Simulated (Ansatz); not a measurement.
The cell below belongs to a search over invented structures; it isn't taken from experiment.

Input and command of a plane-wave DFT calculation in Ansatz:

```yaml
crystal:
  lattice:
    - [1.85721451, -1.91748685, 0.0]
    - [1.85721451, 1.91748685, 0.0]
    - [0.0, 0.0, 7.15357134]
  atoms:
    - { symbol: Ga, position: [0.5, 0.5, 0.5] }
    - { symbol: As, position: [0.0, 0.0, 0.5] }
basis:
  ecutwfc: 420
kpoints:
  mp_grid: { grid: [6, 6, 4] }
hamiltonian:
  xc: pbe
scf:
  occupations: { method: gaussian, width: 0.1 }
  lower_state_search: "off"
output:
  forces: true
  stress: true
  eigenvalues: true
relax:
  adjacent_minimum: "off"
  f_tol: 0.04
  max_steps: 70
  cell: { stress_tol: 0.4 }
```

```bash
ansatz run input.yaml --threads 1 --pin off --max-ram 2048MiB --backend cpu --events-out ev --progress --plain --runs-dir out
```

Processor: Arm Neoverse V2, 1 thread, on a host shared with other jobs.

Problem. How long does it run, and how much memory does it take?

Solution. About 64 s, peak memory 0.34 GiB. It solves 18 bands at 39 k points (after reduction by symmetry) with about 775 plane waves (on the last cell), in 199 SCF iterations over 29 ionic steps.
